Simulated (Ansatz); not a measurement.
Runs of Ansatz 0.2.0 on Hf. It takes space group P6_3/mmc (No. 194, hexagonal). Conventional cell: a = 3.197 Å, b = 3.197 Å, c = 5.058 Å, α = 90.00°, β = 90.00°, γ = 120.00°. Hf (site symmetry -6m2) is surrounded by 12 Hf at 3.13 to 3.20 Å. 

```csv
task,level,U,cell,k mesh,cutoff (eV),smearing,driver,hubbard projectors,broadening,double counting,mesh quality,gap on the mesh (eV),pressure (GPa),relaxed volume (Å³/atom)
optical spectrum,r2SCAN+rVV10+U,Hf d U = 4.5 eV,as given,10 × 10 × 5,500,tetrahedron,chain,atomic,0.2 eV,fll (the default),not flagged,none,-,-
single point,PBE,-,as given,10 × 10 × 5,420,gaussian 0.024 eV,-,-,-,-,not flagged,none,0.6,-
single point,PBE0,-,as given,5 × 5 × 3,420,fermi-dirac 0.05 eV,-,-,-,-,coarse,none,-,-
single point,PBE,-,as given,10 × 10 × 5,420,gaussian 0.016 eV,-,-,-,-,not flagged,none,0.6,-
single point,r2SCANh,-,as given,5 × 5 × 3,500,fermi-dirac 0.05 eV,-,-,-,-,coarse,none,-,-
relaxation of cell and atoms,RPBE+D4,-,relaxed,10 × 10 × 5,420,fermi-dirac 0.05 eV,-,-,-,-,not flagged,none,0.0,22.62
relaxation of cell and atoms,revPBE+D4,-,relaxed,10 × 10 × 5,420,fermi-dirac 0.05 eV,-,-,-,-,not flagged,-,0.0,22.54
relaxation of cell and atoms,BLYP,-,relaxed,10 × 10 × 5,420,fermi-dirac 0.05 eV,-,-,-,-,not flagged,-,0.0,23.09
single point,PBE,-,as given,10 × 10 × 5,420,gaussian 0.011 eV,-,-,-,-,not flagged,none,0.6,-
single point,PBE+D4,-,as given,10 × 10 × 5,420,methfessel-paxton 0.1 eV,-,-,-,-,not flagged,none,(a),-
single point,PBE,-,as given,10 × 10 × 5,420,gaussian 0.026 eV,-,-,-,-,not flagged,none,0.6,-
```

Alike in all rows: potentials or basis Ansatz PAW; no spin polarisation.

**Question.** Estimate the missing entries.

**Answer.** (a) -1.0.

Caveats: some runs use coarse meshes; the PAW data sets come from PBE, with cores solved anew for the run's functional, which leaves a small shift of forces and pressure (some runs); pairwise dispersion overbinds metals, which lowers pressure and volume (some runs); the potentials were made for another functional, which shifts forces and pressure (some runs); the plane-wave basis is chosen anew once the cell has moved, so the energies of steps on either side of that aren't comparable (some runs); U without spin polarisation on a metal has little footing (some runs); the U is typed as a test and isn't derived for this compound (some runs).

A k mesh can miss the band edges, and the runs leave out spin-orbit coupling on Hf.

A gap of «none» marks a metal or a gap under the smearing width.

Not every run made on this cell is shown here.
